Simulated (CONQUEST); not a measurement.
Crystal: Pd.

```
Pd
1.0
     3.14456    0.00000    0.00000
     0.00000    3.14456    0.00000
     0.00000    0.00000    3.14456
Pd
2
Cartesian
  0.0000 0.0000 0.0000
  1.5723 1.5723 1.5723
```

This isn't the form of Pd at room conditions, which is fcc.

```yaml
Program: CONQUEST 1.3
Task: single point
Functional: PBEsol
Potentials_or_basis: PseudoDojo NC PBEsol, DZP, grid cutoff 120 Ha
k_mesh: 8 × 8 × 8
Occupations: fermi-dirac, width 0.05 eV
Spin: no spin polarisation
```

On this cell: pressure -8.5 GPa; largest force zero by symmetry; band gap on the k mesh none (metal or under the smearing width).

The same run follows on a disturbed copy (atoms of the box moved at random, drawn with an rms of 0.05 Å):

```
CELL_PARAMETERS angstrom
3.14456 0.00000 0.00000
0.00000 3.14456 0.00000
0.00000 0.00000 3.14456
ATOMIC_POSITIONS crystal
Pd 0.01048 0.00373 0.99583
Pd 0.49691 0.47624 0.49464
```

Task: What does the disturbed cell give?

Result: The energy (extrapolated to zero smearing) moves by +16.0 meV/atom; pressure -7.8 GPa; largest force 0.688 eV/Å; band gap on the k mesh none (metal or under the smearing width).

Forces in eV/Å, atoms in the order of the input:
```
Pd  -0.294 -0.592 -0.039
Pd   0.299  0.619  0.014
```

Stress tensor (GPa, compression positive):
```
-7.65  0.52  0.04
 0.52 -8.23  0.05
 0.04  0.05 -7.55
```

Caveats: the basis of atomic orbitals isn't converged, which shifts pressures, moduli and gaps; the box holds several primitive cells, so bands are folded and the points are those of the box's own zone (some runs).
